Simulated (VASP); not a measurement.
A run of VASP 6.6.1 is set up as follows.

Contents of INCAR:

```
PREC     = Accurate       # precision mode
ENCUT    = 520            # plane-wave cutoff, eV
EDIFF    = 1E-6           # SCF threshold, eV
ISMEAR   = 0              # smearing method
SIGMA    = 0.03           # smearing width, eV
LREAL    = False          # projectors in reciprocal space
LASPH    = True           # aspherical terms in the spheres
NELM     = 80             # most SCF steps
ALGO     = Normal         # electronic algorithm
ISIF     = 2              # what is computed and relaxed
LWAVE    = False          # write WAVECAR
LCHARG   = False          # write CHGCAR
GGA      = PE             # functional
LOPTICS  = True           # frequency-dependent dielectric function
NBANDS   = 61             # bands
NEDOS    = 1000           # points of the DOS
CSHIFT   = 0.1          
KPAR     = 2
```

File KPOINTS:

```
regular mesh
0
Gamma
  9 9 5
```

The input POSCAR:

```
SnSe2                                   
1.0
    3.8408446087      0.0000000000     -0.0000000000
   -1.9204223043      3.3262690031      0.0000000000
   -0.0000000000     -0.0000000000      6.0073279042
  Sn              Se            
     1     2
Direct
     1.0000000000000000    0.0000000000000000    0.0000000000000000
     0.3333333332999970    0.6666666667000030    0.2655066399961811
     0.6666666667000030    0.3333333332999970    0.7344933600038188
```

Potentials or basis: VASP PAW PBE potentials, release 64 (Sn_d, Se).

The run is started by

```console
$ cat potpaw_PBE.64/Sn_d/POTCAR potpaw_PBE.64/Se/POTCAR > POTCAR
$ mpirun -np 2 vasp_std > vasp.out
```

Problem. Predict the pressure.

Solution. 2.3 GPa.

Problem. What does it give for the band gap on the k mesh?

Solution. 0.43 eV, indirect (least direct gap 0.81 eV).

Forces in eV/Å, atoms in the order of the input:
```
Sn   0.000  0.000  0.000
Se   0.000  0.000 -0.014
Se   0.000  0.000  0.014
```

Caveat: spectra need much finer meshes, so this one isn't converged; independent-particle spectra lack excitons; spin-orbit coupling is left out, which moves the levels of the heavy elements; an odd mesh through Γ misses points on the zone boundary, where band edges often lie.
